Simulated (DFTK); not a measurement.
Fe:

```
Fe
1.0
    -1.44300    1.44300    1.44300
     1.44300   -1.44300    1.44300
     1.44300    1.44300   -1.44300
Fe
1
Cartesian
  0.0000 0.0000 0.0000
```

Base run:

```yaml
Program: DFTK 0.8.2
Functional: PBEsol
Potentials_or_basis: SPMS 1.0 (PBE)
Cutoff: 1225 eV
k_mesh: 13 × 13 × 13
Occupations: fermi-dirac, width 0.05 eV
Spin: collinear spin, ferromagnetic start
Starting_moments: "[3.0] μB"
```

Its results: band gap on the k mesh none (metal or under the smearing width); pressure -17.7 GPa; net moment 2.30 μB per cell; site moments Fe +2.30 μB.

Problem. The run is repeated on the same cell with these changes: potentials or basis from SPMS 1.0 (PBE) to dojo.nc.sr.pbesol.v0_4_1.standard.upf (PBEsol). What comes out?

Solution. Band gap on the k mesh none (metal or under the smearing width); pressure -15.6 GPa; net moment 2.38 μB per cell; site moments Fe +2.38 μB.

Caveats: so large a pressure means that the cell lies far from this level's equilibrium, or that cutoff or potentials fall short; the potentials were made for another functional, which shifts forces and pressure (some runs).
